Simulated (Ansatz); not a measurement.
# SrO: one input, then a changed one

The cell is COD entry 1100027, as deposited and not checked against the literature; nothing was relaxed. It is an old determination, and later ones may differ. The listed cell was then made from it by scaling, straining or moving an atom.

First run: DFT, PBE, PAW with Ansatz's default frozen-core files, scalar-relativistic (Ansatz 0.2.0).

Command: `ansatz run input.yaml --threads 1 --pin off --max-ram 2048MiB --backend cpu --events-out ev --progress --plain --runs-dir out` The run took 3.2 s on 1 thread of Arm Neoverse V1 (shared host), peak memory 0.31 GiB.

```yaml
crystal:
  lattice:
    - [0.0, 2.5827461778, 2.544102]
    - [2.5827461778, 0.0, 2.544102]
    - [2.5827461778, 2.5827461778, 0.0]
  atoms:
    - { symbol: Sr, position: [0.0, 0.0, 0.0] }
    - { symbol: O, position: [0.5, 0.5, 0.5] }
kpoints:
  mp_grid: { grid: [8, 8, 8] }
scf:
  occupations: { method: fermi_dirac, width: 0.02 }
hamiltonian:
  xc: pbe
  pseudopotentials: { kind: paw }
output:
  forces: true
  stress: true
  eigenvalues: true
  efg: { contact_densities: true }
```

Result: converged; pressure 2.97 GPa; gap on the k mesh 3.24 eV; 7 SCF iterations.

The input is then changed:

```diff
@@ -11,7 +11,8 @@
 scf:
   occupations: { method: fermi_dirac, width: 0.02 }
+  eigensolver: { kind: davidson }
 hamiltonian:
   xc: pbe
-  pseudopotentials: { kind: paw }
+  pseudopotentials: { kind: paw_fr }
 output:
   forces: true
@@ -19,3 +20,8 @@
   eigenvalues: true
   efg: { contact_densities: true }
+magnetization:
+  noncollinear: true
+  spin_orbit: true
+basis:
+  precision: f64
```

What does the second run give?

It converged; pressure 2.97 GPa; gap on the k mesh 3.23 eV; 8 SCF iterations.
